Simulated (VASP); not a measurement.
# CdTe (F-43m) in VASP: notebook, part 2 of 2

VASP 6.6.1. The steps go on from the part before.

### 3 Relaxation of cell and atoms, PBE

This run uses another cell than the first one, of 36.33 Å³/atom, 1.103 times its volume.

INCAR

```
SYSTEM = CdTe
PREC = Accurate
ENCUT = 520
EDIFF = 1E-7
ISMEAR = 0
SIGMA = 0.02
LREAL = .False.
LASPH = .True.
NELM = 60
ALGO = Normal
ISIF = 3
LWAVE = .False.
LCHARG = .False.
GGA = PE
IBRION = 2
NSW = 80
EDIFFG = -0.002
KPAR = 4
```

KPOINTS

```
regular mesh
0
Gamma
  8 8 8
  0 0 0
```

POSCAR

```
CdTe                                    
1.0
    0.0000000000      3.3119121379      3.3119121379
    3.3119121379      0.0000000000      3.3119121379
    3.3119121379      3.3119121379      0.0000000000
  Cd              Te            
     1     1
Direct
     0.0000000000000000    1.0000000000000000    0.0000000000000000
     0.2500000000000000    0.2500000000000000    0.2500000000000000
```

Potentials or basis: VASP PAW PBE potentials, release 64 (Cd, Te).

On the command line:

```bash
cat potpaw_PBE.64/Cd/POTCAR potpaw_PBE.64/Te/POTCAR > POTCAR
mpirun -np 4 vasp_std > vasp.out
```

OUTCAR:

```text
SYSTEM = CdTe
   PREC = Accurate
   ENCUT = 520
   EDIFF = 1E-7
   ISMEAR = 0
   LREAL = .False.
   LASPH = .True.
   NELM = 60
   ISIF = 3
   GGA = PE
   IBRION = 2
   NSW = 80
   EDIFFG = -0.002

 ion  position               nearest neighbor table
   1  0.000  0.000  0.000-   2 2.87   2 2.87   2 2.87   2 2.87
   2  0.250  0.250  0.250-   1 2.87   1 2.87   1 2.87   1 2.87

  LATTYP: Found a face centered cubic cell.
 ALAT       =     6.6238242758

  Lattice vectors:

 A1 = (   0.0000000000,   3.3119121379,   3.3119121379)
 A2 = (   3.3119121379,   0.0000000000,   3.3119121379)
 A3 = (   3.3119121379,   3.3119121379,   0.0000000000)

Analysis of symmetry for initial positions (statically):
=====================================================================
 Subroutine PRICEL returns:
 Original cell was already a primitive cell.

 Routine SETGRP: Setting up the symmetry group for a
 face centered cubic supercell.

 Subroutine GETGRP returns: Found 24 space group operations
 (whereof 24 operations were pure point group operations)
 out of a pool of 48 trial point group operations.

The static configuration has the point symmetry T_d .

Analysis of symmetry for dynamics (positions and initial velocities):
=====================================================================
 Subroutine PRICEL returns:
 Original cell was already a primitive cell.

 Routine SETGRP: Setting up the symmetry group for a
 face centered cubic supercell.

 Subroutine GETGRP returns: Found 24 space group operations
 (whereof 24 operations were pure point group operations)
 out of a pool of 48 trial point group operations.

The dynamic configuration has the point symmetry T_d .

 Subroutine INISYM returns: Found 24 space group operations
 (whereof 24 operations are pure point group operations),
 and found     1 'primitive' translations

----------------------------------------------------------------------------------------

                                     Primitive cell

  volume of cell :      72.6552

  direct lattice vectors                    reciprocal lattice vectors
     0.000000000  3.311912138  3.311912138    -0.150970189  0.150970189  0.150970189
     3.311912138  0.000000000  3.311912138     0.150970189 -0.150970189  0.150970189
     3.311912138  3.311912138  0.000000000     0.150970189  0.150970189 -0.150970189

  length of vectors
     4.683751063  4.683751063  4.683751063     0.261488037  0.261488037  0.261488037

  position of ions in fractional coordinates (direct lattice)
     0.000000000  0.000000000  0.000000000
     0.250000000  0.250000000  0.250000000

  ion indices of the primitive-cell ions
   primitive index   ion index
                 1           1
                 2           2
[... 104 lines left out ...]
 non-spin polarized calculation
 Gauss-broadening in eV      SIGMA  =   0.02
  energy-cutoff  :      520.00
  volume of cell :       72.66
 maximum number of plane-waves:      1972
   NGX = 17   NGY = 17   NGZ = 17

--------------------------------------- Ionic step        1  -------------------------------------------

 number of electron      18.0000006 magnetization

 Free energy of the ion-electron system (eV)
  ---------------------------------------------------
  ext. energy  EPLUGINS =         0.00000000
  ---------------------------------------------------
  free energy    TOTEN  =        -4.81211840 eV

  energy without entropy =       -4.81211840  energy(sigma->0) =       -4.81211840

------------------------ aborting loop because EDIFF is reached ----------------------------------------

  FORCE on cell =-STRESS in cart. coord.  units (eV):
  Direction    XX          YY          ZZ          XY          YZ          ZX
  --------------------------------------------------------------------------------------
  -------------------------------------------------------------------------------------
  Total        0.0068540      0.0068540      0.0068540      0.0000000      0.0000000      0.0000000
  in kB        0.1511422      0.1511422      0.1511422      0.0000000      0.0000000      0.0000000
  external PRESSURE =       0.1511422 kB  Pullay stress =       0.0000000 kB

 VOLUME and BASIS-vectors are now :
 -----------------------------------------------------------------------------
  energy-cutoff  :      520.00
  volume of cell :       72.66
      direct lattice vectors                 reciprocal lattice vectors
     0.000000000  3.311912138  3.311912138    -0.150970189  0.150970189  0.150970189
     3.311912138  0.000000000  3.311912138     0.150970189 -0.150970189  0.150970189
     3.311912138  3.311912138  0.000000000     0.150970189  0.150970189 -0.150970189

 POSITION                                       TOTAL-FORCE (eV/Angst)
 -----------------------------------------------------------------------------------
      0.00000      0.00000      0.00000         0.000000      0.000000      0.000000
      1.65596      1.65596      1.65596        -0.000000     -0.000000     -0.000000
 -----------------------------------------------------------------------------------
    total drift:                               -0.000000     -0.000000     -0.000001

  FREE ENERGIE OF THE ION-ELECTRON SYSTEM (eV)
  ---------------------------------------------------
  free  energy   TOTEN  =        -4.8121184013 eV

  energy  without entropy=       -4.8121184013  energy(sigma->0) =       -4.81211840

--------------------------------------- Ionic step        2  -------------------------------------------

 number of electron      18.0000006 magnetization

 Free energy of the ion-electron system (eV)
  ---------------------------------------------------
  ext. energy  EPLUGINS =         0.00000000
  ---------------------------------------------------
  free energy    TOTEN  =        -4.81211973 eV

  energy without entropy =       -4.81211973  energy(sigma->0) =       -4.81211973

 E-fermi :   1.9165     XC(G=0):  -8.2955

 val. band max:        1.7720992487   @ k =   0.0000   0.0000   0.0000
 cond. band min:       2.3458152408   @ k =   0.0000   0.0000   0.0000
 fundamental gap:      0.5737159921
 Fermi energy:         1.9165094884

 k-point     1 :       0.0000    0.0000    0.0000
  band No.  band energies     occupation
      1      -9.0463      2.00000
      2      -6.3094      2.00000
      3      -6.3094      2.00000
      4      -6.3094      2.00000
      5      -6.0947      2.00000
      6      -6.0947      2.00000
      7       1.7721      2.00000
      8       1.7721      2.00000
      9       1.7721      2.00000
     10       2.3458      0.00000
     11       6.4125      0.00000
     12       6.4125      0.00000
     13       6.4125      0.00000
[... 354 lines left out ...]
  band No.  band energies     occupation
      1      -8.6582      2.00000
      2      -6.2362      2.00000
      3      -6.2265      2.00000
      4      -6.1064      2.00000
      5      -6.0896      2.00000
      6      -5.7130      2.00000
      7      -2.1365      2.00000
      8      -0.0761      2.00000
      9       0.6574      2.00000
     10       4.8585      0.00000
     11       6.4339      0.00000
     12       7.6494      0.00000
     13       8.7836      0.00000

 [... further k-points ...]
[... 5 lines left out ...]
  --------------------------------------------------------------------------------------
  -------------------------------------------------------------------------------------
  Total       -0.0009834     -0.0009834     -0.0009834      0.0000000      0.0000000      0.0000000
  in kB       -0.0216750     -0.0216750     -0.0216750      0.0000000      0.0000000      0.0000000
  external PRESSURE =      -0.0216750 kB  Pullay stress =       0.0000000 kB

 VOLUME and BASIS-vectors are now :
 -----------------------------------------------------------------------------
  energy-cutoff  :      520.00
  volume of cell :       72.69
      direct lattice vectors                 reciprocal lattice vectors
     0.000000000  3.312459685  3.312459685    -0.150945233  0.150945233  0.150945233
     3.312459685  0.000000000  3.312459685     0.150945233 -0.150945233  0.150945233
     3.312459685  3.312459685  0.000000000     0.150945233  0.150945233 -0.150945233

 POSITION                                       TOTAL-FORCE (eV/Angst)
 -----------------------------------------------------------------------------------
      0.00000      0.00000      0.00000        -0.000000     -0.000000     -0.000000
      1.65623      1.65623      1.65623         0.000000      0.000000      0.000000
 -----------------------------------------------------------------------------------
    total drift:                               -0.000000     -0.000000     -0.000001

  FREE ENERGIE OF THE ION-ELECTRON SYSTEM (eV)
  ---------------------------------------------------
  free  energy   TOTEN  =        -4.8121197283 eV

  energy  without entropy=       -4.8121197283  energy(sigma->0) =       -4.81211973

 reached required accuracy - stopping structural energy minimisation
```

It took 17 s on 4 MPI ranks of Intel Xeon Platinum 8259CL at 2.50GHz (Skylake/Cascade Lake), shared host; peak memory 0.22 GiB.

What came out:

```
Free energy                            : -4.8121 eV
Relaxed volume                         : 36.35 Å³/atom
Relaxed cell                           : a = 4.685 Å, b = 4.685 Å, c = 4.685 Å, α = 60.00°, β = 60.00°, γ = 60.00°
Space group after relaxing (to 0.05 Å) : F-43m (No. 216)
Energy gained by relaxing              : 0.0 meV/atom
Ionic steps                            : 2
Pressure after relaxing                : 0.0 GPa
Band gap on the k mesh                 : 0.57 eV, direct
```

Final structure:
```yaml
crystal:
  lattice:
    - [0.00000, 3.31246, 3.31246]
    - [3.31246, 0.00000, 3.31246]
    - [3.31246, 3.31246, 0.00000]
  atoms:
    - { symbol: Cd, position: [0.00000, 0.00000, 0.00000] }
    - { symbol: Te, position: [0.25000, 0.25000, 0.25000] }
```

Caveat: spin-orbit coupling is left out, which moves the levels of the heavy elements.
